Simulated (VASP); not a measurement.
# Cd (Im-3m) in VASP: further runs

The runs below take Cd through single point, with PBE, PBEsol.

Everything below comes from runs of VASP 6.6.1. Logs are shortened: lines on timing, memory, paths and dates and some standing lists are left out, and cuts for length are marked.

### Step 1. Starting point

It takes space group Im-3m (No. 229, cubic). Conventional cell: a = 3.569 Å, b = 3.569 Å, c = 3.569 Å, α = 90.00°, β = 90.00°, γ = 90.00°. Cd (site symmetry m-3m) has 8 Cd at 3.09 Å as nearest neighbours.

This isn't the form of Cd at room conditions, which is hcp.

### Step 2. Single point, PBE

The input, INCAR:

```
SYSTEM = Cd
PREC = Accurate ; ENCUT = 520
EDIFF = 1E-7 ; ISMEAR = -1
SIGMA = 0.04 ; LREAL = .FALSE.
LASPH = .TRUE. ; NELM = 100
ALGO = Normal ; ISIF = 2
LWAVE = .FALSE. ; LCHARG = .FALSE.
GGA = PE ; NBANDS = 12
```

The input, KPOINTS:

```
Automatic mesh
0
G
  7 7 7
  0 0 0
```

The input, POSCAR:

```
Cd
1.0
   -1.7843220000      1.7843220000      1.7843220000
    1.7843220000     -1.7843220000      1.7843220000
    1.7843220000      1.7843220000     -1.7843220000
Cd
1
Direct
    0.0000000000      0.0000000000      0.0000000000
```

Potentials or basis: VASP PAW PBE potentials, release 64 (Cd).

Run with:

```sh
cat potpaw_PBE.64/Cd/POTCAR > POTCAR
mpirun -np 1 vasp_std > vasp.out
```

OUTCAR:

```text
SYSTEM = Cd
   PREC = Accurate
   ENCUT = 520
   EDIFF = 1E-7
   ISMEAR = -1
   LREAL = .FALSE.
   LASPH = .TRUE.
   NELM = 100
   ISIF = 2
   GGA = PE

 ion  position               nearest neighbor table
   1  0.000  0.000  0.000-

  LATTYP: Found a body centered cubic cell.
 ALAT       =     3.5686440000

  Lattice vectors:

 A1 = (  -1.7843220000,   1.7843220000,   1.7843220000)
 A2 = (   1.7843220000,  -1.7843220000,   1.7843220000)
 A3 = (   1.7843220000,   1.7843220000,  -1.7843220000)

Analysis of symmetry for initial positions (statically):
=====================================================================
 Subroutine PRICEL returns:
 Original cell was already a primitive cell.

 Routine SETGRP: Setting up the symmetry group for a
 body centered cubic supercell.

 Subroutine GETGRP returns: Found 48 space group operations
 (whereof 48 operations were pure point group operations)
 out of a pool of 48 trial point group operations.

The static configuration has the point symmetry O_h .

Analysis of symmetry for dynamics (positions and initial velocities):
=====================================================================
 Subroutine PRICEL returns:
 Original cell was already a primitive cell.

 Routine SETGRP: Setting up the symmetry group for a
 body centered cubic supercell.

 Subroutine GETGRP returns: Found 48 space group operations
 (whereof 48 operations were pure point group operations)
 out of a pool of 48 trial point group operations.

The dynamic configuration has the point symmetry O_h .

 Subroutine INISYM returns: Found 48 space group operations
 (whereof 48 operations are pure point group operations),
 and found     1 'primitive' translations

----------------------------------------------------------------------------------------

                                     Primitive cell

  volume of cell :      22.7237

  direct lattice vectors                    reciprocal lattice vectors
    -1.784322000  1.784322000  1.784322000     0.000000000  0.280218481  0.280218481
     1.784322000 -1.784322000  1.784322000     0.280218481  0.000000000  0.280218481
     1.784322000  1.784322000 -1.784322000     0.280218481  0.280218481  0.000000000

  length of vectors
     3.090536361  3.090536361  3.090536361     0.396288776  0.396288776  0.396288776

  position of ions in fractional coordinates (direct lattice)
[... 77 lines left out ...]
   NFREE  =      0    steps in history (QN), initial steepest desc. (CG)
   ISIF   =      2    stress and relaxation
   ISYM   =      2    0-nonsym 1-usesym 2-fastsym
   POTIM  = 0.5000    time-step for ionic-motion
   TEBEG  =    0.0;   TEEND  =   0.0 temperature during run
   PSTRESS=    0.0 pullay stress
   NELECT =      12.0000    total number of electrons
   NUPDOWN=      -1.0000    fix difference up-down
   EMIN   =  10.00;   EMAX   =-10.00  energy-range for DOS
   EFERMI =   0.00;   METHOD = LEGACY
   ISMEAR =    -1;   SIGMA  =   0.04  broadening in eV -4-tet -1-fermi 0-gaus
   EFERMI_NEDOS =   21; number of points for ismear=-14 and -15
   IALGO  =     38    algorithm
   IMIX   =      4    mixing-type and parameters
     AMIX     =   0.40;   BMIX     =  1.00
     AMIX_MAG =   1.60;   BMIX_MAG =  1.00
  volume/ion in A,a.u.               =      22.72       153.35
  Fermi-wavevector in a.u.,A,eV,Ry     =   1.323250  2.500581 23.823686  1.750992
  Thomas-Fermi vector in A             =   2.452872
   LORBIT       =      0    0 simple, 1 ext, 2 COOP (PROOUT), +10 PAW based schemes
   GGA     = PE    functional components
   LHFCALC =     F    Hartree Fock is set to
   AEXX    =    0.0000 exact exchange contribution
   IVDW    =     0    specifies the selected vdW correction
   LEPSILON=     F    determine dielectric tensor
   LRPA    =     F    only Hartree local field effects (RPA)
 non-spin polarized calculation
  energy-cutoff  :      520.00
  volume of cell :       22.72
 maximum number of plane-waves:       627
   NGX = 11   NGY = 11   NGZ = 11

 number of electron      12.0000006 magnetization

 Free energy of the ion-electron system (eV)
  ---------------------------------------------------
  ext. energy  EPLUGINS =         0.00000000
  ---------------------------------------------------
  free energy    TOTEN  =        -0.70306579 eV

  energy without entropy =       -0.69586401  energy(sigma->0) =       -0.69946490

 E-fermi :   2.6017     XC(G=0): -10.7790

 val. band max:        2.5840415104   @ k =  -0.4286  -0.4286   0.1429
 cond. band min:       2.6341646755   @ k =  -0.4286  -0.4286   0.1429
 fundamental gap:      0.0501231651
 Fermi energy:         2.6017454942

 k-point     1 :       0.0000    0.0000    0.0000
  band No.  band energies     occupation
      1      -6.5616      2.00000
      2      -6.5616      2.00000
      3      -6.5616      2.00000
      4      -5.9617      2.00000
      5      -5.9617      2.00000
      6      -5.9366      2.00000
      7      17.9599      0.00000
      8      17.9599      0.00000
      9      17.9599      0.00000
     10      18.4652      0.00000
     11      18.4652      0.00000
     12      18.4652      0.00000
[... 271 lines left out ...]
 k-point    20 :      -0.4286    0.4286    0.4286
  band No.  band energies     occupation
      1      -6.9581      2.00000
      2      -6.9228      2.00000
      3      -5.7392      2.00000
      4      -5.7392      2.00000
      5      -5.7014      2.00000
      6       3.8924      0.00000
      7       6.4101      0.00000
      8       6.4101      0.00000
      9       8.8999      0.00000
     10      10.6482      0.00000
     11      12.3585      0.00000
     12      25.9774      0.00000

------------------------ aborting loop because EDIFF is reached ----------------------------------------

  FORCE on cell =-STRESS in cart. coord.  units (eV):
  Direction    XX          YY          ZZ          XY          YZ          ZX
  --------------------------------------------------------------------------------------
  -------------------------------------------------------------------------------------
  Total        0.1300888      0.1300888      0.1300888      0.0000000      0.0000000     -0.0000000
  in kB        9.1721419      9.1721419      9.1721419      0.0000000      0.0000000     -0.0000000
  external PRESSURE =       9.1721419 kB  Pullay stress =       0.0000000 kB

 VOLUME and BASIS-vectors are now :
 -----------------------------------------------------------------------------
  energy-cutoff  :      520.00
  volume of cell :       22.72
      direct lattice vectors                 reciprocal lattice vectors
    -1.784322000  1.784322000  1.784322000     0.000000000  0.280218481  0.280218481
     1.784322000 -1.784322000  1.784322000     0.280218481  0.000000000  0.280218481
     1.784322000  1.784322000 -1.784322000     0.280218481  0.280218481  0.000000000

 POSITION                                       TOTAL-FORCE (eV/Angst)
 -----------------------------------------------------------------------------------
      0.00000      0.00000      0.00000         0.000000      0.000000      0.000000
 -----------------------------------------------------------------------------------
    total drift:                               -0.000000      0.000000      0.000000

  FREE ENERGIE OF THE ION-ELECTRON SYSTEM (eV)
  ---------------------------------------------------
  free  energy   TOTEN  =        -0.7030657912 eV

  energy  without entropy=       -0.6958640088  energy(sigma->0) =       -0.69946490
```

stdout:

```text
POSCAR found type information on POSCAR Cd
 POSCAR found :  1 types and       1 ions
 scaLAPACK will be used
 LDA part: xc-table for (Slater+PW92), standard interpolation
 POSCAR, INCAR and KPOINTS ok, starting setup
 FFT: planning ... GRIDC
 FFT: planning ... GRID_SOFT
 FFT: planning ... GRID
 WAVECAR not read
 entering main loop
```

Run time: 7.7 s. Hardware: 1 thread of Intel Xeon Platinum 8375C at 2.90GHz (Ice Lake), shared host; peak memory 0.13 GiB.

Results:

- Free energy: -0.7031 eV
- Pressure: 0.9 GPa
- Band gap on the k mesh: none (metal or under the smearing width)

### Step 3. Single point, PBEsol, collinear spin, typed start (volume scaled by 1.06)

The input, INCAR:

```
ALGO = Normal
EDIFF = 1E-6
ENCUT = 520
GGA = PS
ISIF = 2
ISMEAR = -1
ISPIN = 2
LASPH = T
LCHARG = F
LORBIT = 11
LREAL = F
LWAVE = F
MAGMOM = 1
NBANDS = 16
NELM = 150
NUPDOWN = 1.0
PREC = Accurate
SIGMA = 0.05
```

The input, KPOINTS:

```
k-points
0
Gamma
  10 10 10
```

The input, POSCAR:

```
Cd
1.0
   -1.8193175905      1.8193175905      1.8193175905
    1.8193175905     -1.8193175905      1.8193175905
    1.8193175905      1.8193175905     -1.8193175905
Cd
1
Direct
    0.0000000000      0.0000000000      0.0000000000
```

Potentials or basis: VASP PAW PBE potentials, release 64 (Cd).

Run with:

```sh
cat potpaw_PBE.64/Cd/POTCAR > POTCAR
mpirun -np 1 vasp_std > vasp.out
```

Run time: 16 s. Hardware: 1 thread of Intel Xeon Platinum 8488C (Sapphire Rapids), shared host; peak memory 0.16 GiB.

It converged, with:

```
Free energy                                           : -0.0312 eV
Pressure                                              : 2.0 GPa
Net moment                                            : 1.00 μB per cell
Site moments                                          : Cd +0.41 μB
Valence electrons inside the program's atomic spheres : Cd 10.27
```

Caveat: the PAW data sets were made with another functional, which shifts forces and pressure a little; the total moment is fixed, so each spin has its own Fermi level.

### Step 4. Single point, PBEsol, collinear spin, typed start (volume scaled by 0.94)

The input, INCAR:

```
PREC = Accurate ; ENCUT = 520
EDIFF = 1E-7 ; ISMEAR = -1
SIGMA = 0.05 ; LREAL = False
LASPH = True ; NELM = 150
ALGO = Normal ; ISIF = 2
LWAVE = False ; LCHARG = False
ISPIN = 2 ; MAGMOM = 1
LORBIT = 11 ; NUPDOWN = 1.0
GGA = PS ; NBANDS = 16
```

The input, KPOINTS:

```
regular mesh
0
Gamma
  10 10 10
```

The input, POSCAR:

```
Cd
1.0
   -1.7478970447      1.7478970447      1.7478970447
    1.7478970447     -1.7478970447      1.7478970447
    1.7478970447      1.7478970447     -1.7478970447
Cd
1
Direct
    0.0000000000      0.0000000000      0.0000000000
```

Run with:

```sh
cat potpaw_PBE.64/Cd/POTCAR > POTCAR
mpirun -np 1 vasp_std > vasp.out
```

It took 17 s on 1 thread of Intel Xeon Platinum 8488C (Sapphire Rapids), shared host; peak memory 0.15 GiB.

The run converged. Its results:

* Free energy: 0.0599 eV
* Pressure: 9.5 GPa
* Net moment: 1.00 μB per cell
* Site moments: Cd +0.45 μB
* Valence electrons inside the program's atomic spheres: Cd 10.33

Caveat: the PAW data sets were made with another functional, which shifts forces and pressure a little; the total moment is fixed, so each spin has its own Fermi level.

### Step 5. Single point, PBEsol, collinear spin, typed start (volume scaled by 1.02)

The input, INCAR:

```
PREC     = Accurate       # precision mode
ENCUT    = 520            # plane-wave cutoff, eV
EDIFF    = 1E-6           # SCF threshold, eV
ISMEAR   = -1             # smearing method
SIGMA    = 0.05           # smearing width, eV
LREAL    = F              # projectors in reciprocal space
LASPH    = T              # aspherical terms in the spheres
NELM     = 150            # most SCF steps
ALGO     = Normal         # electronic algorithm
ISIF     = 2              # what is computed and relaxed
LWAVE    = F              # write WAVECAR
LCHARG   = F              # write CHGCAR
ISPIN    = 2              # spin polarisation
MAGMOM   = 1              # initial moments
LORBIT   = 11             # projections on sites
NUPDOWN  = 1.0            # fixed moment
GGA      = PS             # functional
NBANDS   = 16             # bands
```

KPOINTS is that of step 4.

The input, POSCAR:

```
Cd
1.0
   -1.7961390464      1.7961390464      1.7961390464
    1.7961390464     -1.7961390464      1.7961390464
    1.7961390464      1.7961390464     -1.7961390464
Cd
1
Direct
    0.0000000000      0.0000000000      0.0000000000
```

Run with:

```sh
cat potpaw_PBE.64/Cd/POTCAR > POTCAR
mpirun -np 1 vasp_std > vasp.out
```

Wall time 16 s (1 thread of Intel Xeon Platinum 8488C (Sapphire Rapids), shared host); peak memory 0.16 GiB.

It converged, with:

```yaml
Free_energy: -0.0144 eV
Pressure: 4.0 GPa
Net_moment: 1.00 μB per cell
Site_moments: Cd +0.42 μB
Valence_electrons_inside_the_program's_atomic_spheres: Cd 10.29
```

Caveat: the PAW data sets were made with another functional, which shifts forces and pressure a little; the total moment is fixed, so each spin has its own Fermi level.

(Continued in part 2 of 2.)
